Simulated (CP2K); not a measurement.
## YN under changes of volume

One of the cells (14.500 Å³/atom); the others are scaled copies at fixed shape and fractional positions:

```
Y N
1.0
     3.44856    0.00000    0.00000
     1.72428    2.98654    0.00000
     1.72428    0.99551    2.81574
Y N
1 1
Direct
  0.00000 0.00000 0.00000
  0.50000 0.50000 0.50000
```

- Program: CP2K 2026.2
- Functional: LDA
- Potentials or basis: GTH_POTENTIALS Y GTH-PADE-q11, N GTH-PADE-q5; TZVP-MOLOPT-PBE-GTH basis
- Density cutoff: 6123 eV
- k mesh: 9 × 9 × 9
- Occupations: fermi-dirac, width 0.05 eV
- Spin: no spin polarisation

```tsv
volume (Å³/atom)	energy over the lowest point (meV/atom)	pressure (GPa)
13.630	?	?
13.920	0.00	0.7
14.210	2.17	-3.0
14.500	10.64	-6.3
14.790	24.76	-9.3
15.080	43.97	-11.9
15.370	67.74	-14.3
```

**Question.** What does the run at 13.630 Å³/atom give?

**Answer.** Energy over the lowest point 4.84 meV/atom; pressure 4.7 GPa.

Worked out: A Birch-Murnaghan fit of order 3 (a polynomial in V^(-2/3)) to the other rows has its minimum at 13.97 Å³/atom with B0 = V·E''(V) = 183 GPa and B' = 4.2. It gives 4.84 meV/atom at 13.630 Å³/atom, against the run's 4.84, and -dE/dV = 4.8 GPa, against 4.7.

Energies are extrapolated to zero smearing.

Caveats: the basis of atomic orbitals isn't converged, which shifts pressures, moduli and gaps.
